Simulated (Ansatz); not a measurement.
An Ansatz run on BAs, NiAs type left the output below. The cell was relaxed beforehand with r2SCAN.

Structure:
```
CELL_PARAMETERS angstrom
3.25501 0.00000 0.00000
-1.62751 2.81892 0.00000
0.00000 0.00000 5.42102
ATOMIC_POSITIONS crystal
B 0.00000 0.00000 0.00000
B 0.00000 0.00000 0.50000
As 0.33333 0.66667 0.25000
As 0.66667 0.33333 0.75000
```

What the program printed (shortened):
```
scf.n_extra_bands = 5 over 18 filled bands (N_el = 36.0): the run solves 23 bands
Pseudopotential: B, paw, valence charge 3, recommended cutoff 420 eV
Pseudopotential: As, paw, valence charge 15, recommended cutoff 420 eV
Crystal: 4 atoms, lattice volume = 49.741 Å³
Basis set: ecut = 420 eV, 991 PW (Γ)
Bands: 23, of which v1, the nominal top of the filled ones, is band 18 counted from 1 (17 counted from 0)
Symmetry: 24 space group operations
Space group: P63/mmc (ITA 194)
k-points: 76 of 864
preconditioner: auto → Kerker (q_TF=auto, 2.585 Å⁻¹)  [metal: Δε(μ)=0.028 eV  σ=0.020 eV  ℏωp=21.1 eV]
SCF 1 converged in 6 iterations: F = -10020.201328 eV  dr2 = 5.15e-8
NSCF: frozen V_eff on 93 k-points
SCF converged after 6 iterations
Free energy (F): -10020.201328 eV
Internal energy: -10020.199047 eV  (E = F + TS)
E sigma→0 (E₀):  -10020.200188 eV
Entropy (-TS):   -0.002281 eV (-0.570 meV/atom)
Fermi energy:    12.782445 eV
--- Forces (eV/Å), atoms counted from 1 ---
  atom   1  B       0.00000      0.00000      0.00000
  atom   2  B       0.00000      0.00000      0.00000
  atom   3  As      0.00000      0.00000      0.00000
  atom   4  As      0.00000      0.00000      0.00000
--- Stress (GPa, compression-positive) ---
        1.297091       0.000000       0.000000
        0.000000       1.297091       0.000000
        0.000000       0.000000       1.094427
  P = ⅓ Tr σ = 1.2295 GPa (12.295 kbar)
--- Band table (eV; the first three rows and the last of 76) ---
  k-point 0: bands = […, 3.0052, 12.0402, 12.0402, 12.8948, 14.1221, 14.1221, 15.0386, 15.3332, 15.3332, 16.2430, …]
  k-point 1: bands = […, 3.8397, 11.7357, 12.1364, 12.1364, 13.8797, 13.8797, 15.4295, 15.5420, 15.5420, 16.2245, …]
  k-point 2: bands = […, 5.5154, 9.6611, 12.4157, 12.4157, 13.3768, 13.3768, 15.7958, 16.0274, 16.0274, 16.1566, …]
  k-point 75: bands = […, 4.3212, 4.3212, 5.9674, 5.9674, 12.6430, 12.6430, 13.2385, 13.2385, 14.8995, 14.8995, …]
```

Problem. Reconstruct the input, leaving the band path aside.

Solution.
```yaml
crystal:
  # lattice and atoms as above
kpoints:
  mp_grid: { grid: [12, 12, 6] }
hamiltonian:
  xc: pbe
scf:
  occupations: { method: fermi_dirac, width: 0.02 }
  n_extra_bands: 5
output:
  forces: true
  stress: true
  eigenvalues: true
```
There is no exchange loop, so no exact exchange. The compression on the r2SCAN cell fits PBE, which tends to larger cells. A single point prints forces and stress when the output block asks for them. The lines shown narrow the functional down without fixing it; this is the one that was run. Not every key shows in the log; this is the file that was used, less any keys that only write grids.

PBE gives no gap: the lowest nominally empty band dips 6.08 eV below the top of the last filled one (its bottom at K, the top at Γ–M (0.20 of the way from Γ)), so the cell is a metal or semimetal at this level.

Command: `ansatz run input.yaml --threads 2 --pin off --max-ram 2211MiB --backend cpu --events-out ev --progress --plain --runs-dir out`. Wall time 3.7 s on 2 threads of Arm Neoverse V1, on a shared host; peak host memory 0.35 GiB.

The cell comes from a prototype generator: it can be a known phase or a hypothetical one. Spin polarisation is off.

Spin-orbit coupling is left out.

Where bands overlap, v1 and c1 are numbered by the electron count and aren't everywhere filled or empty.
